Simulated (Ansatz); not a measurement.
Write the native input for Ansatz 0.2.0 that does the following.

```yaml
Task: relaxation of cell and atoms
Functional: PBE
Potentials_or_basis: Ansatz PAW
Cutoff: "420 eV (not typed: the program's choice for these potentials)"
k_mesh: 10 × 10 × 6
Occupations: fermi-dirac, width 0.05 eV
Spin: no spin polarisation
```

The system is Ge.

```xyz
2
Lattice="1.4881 -2.5947 0.0000 1.4881 2.5947 0.0000 0.0000 0.0000 4.7276" Properties=species:S:1:pos:R:3 pbc="T T T"
Ge    1.4881    0.8643    1.1819
Ge    1.4881   -0.8643    3.5457
```

This isn't the form of Ge at room conditions, which is diamond.

The input as run:

input.yaml

```yaml
crystal:
  lattice:
    - [1.488052925, -2.59468961, 0.0]
    - [1.488052925, 2.59468961, 0.0]
    - [0.0, 0.0, 4.72759579]
  atoms:
    - { symbol: Ge, position: [0.33344663, 0.66655337, 0.25] }
    - { symbol: Ge, position: [0.66655337, 0.33344663, 0.75] }
hamiltonian:
  xc: pbe
  pseudopotentials: { kind: paw }
kpoints:
  mp_grid: { grid: [10, 10, 6] }
scf:
  occupations: { method: fermi_dirac, width: 0.05 }
output:
  forces: true
  stress: true
  eigenvalues: true
relax:
  f_tol: 0.01
  max_steps: 40
  cell: { stress_tol: 0.05 }
```

Potentials or basis: Ansatz PAW.

Run with:

```sh
$ ansatz run input.yaml --threads 2 --pin off --max-ram 5632MiB --backend cpu --events-out ev --progress --plain --runs-dir out
```

It gave:

```yaml
Relaxed_volume: 19.29 Å³/atom
Relaxed_cell: a = 3.031 Å, b = 3.031 Å, c = 4.887 Å, α = 90.00°, β = 90.00°, γ = 120.76°
Space_group_after_relaxing_to_0.05_Å: Cmcm (No. 63)
Energy_gained_by_relaxing: 15.7 meV/atom
Ionic_steps: 8
Pressure_after_relaxing: 0.0 GPa
Band_gap_on_the_k_mesh: none (metal or under the smearing width)
```

Caveat: the plane-wave basis is chosen anew once the cell has moved, so the energies of steps on either side of that aren't comparable.

Wall time 21 s on 2 threads of Arm Neoverse V1 (shared host), peak memory 0.37 GiB.
